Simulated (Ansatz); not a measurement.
Migration of Co in Si

Computed with Ansatz, DFT PBEsol, scalar-relativistic, plane waves, PAW. Settings: 420 eV cutoff, 2×2×2 k-mesh, shifted by half a step, Gaussian smearing of 0.02 eV, collinear spin.

Host crystal, relaxed:

```
Si
1.0
     0.00000    2.71692    2.71692
     2.71692    0.00000    2.71692
     2.71692    2.71692    0.00000
Si
2
Cartesian
  4.0754 4.0754 4.0754
  2.7169 2.7169 2.7169
```

In a supercell of 32 host sites, interstitial Co hops to an equivalent place, moving 2.34 Å between the relaxed ends. Climbing-image nudged elastic band at fixed cell with images 0 (start) to 6 (end), the path measured over all atoms, converged to 0.05 eV/Å; the order of the saddle wasn't checked, and the small cell leaves errors of about a tenth of an eV.

Supercell rows in host cell vectors: 1 1 -3; -3 1 1; 1 1 1. Co was set at (0.000, 0.000, 0.000) of the host cell.

At the relaxed start Co has 2 Si at 2.39 Å, 2 Si at 2.40 Å, 1 Si at 2.68 Å, 3 Si at 2.69 Å, 2 Si at 2.70 Å.

(1) What barrier does the band give, and what surrounds the atom at the top?

Results:

(1) 0.31 eV at image 3, where Co has 6 Si at 2.30 Å.

Cost: 1 run of about 38 core-minutes, on Intel Xeon Platinum 8259CL (Skylake/Cascade Lake) (shared hosts).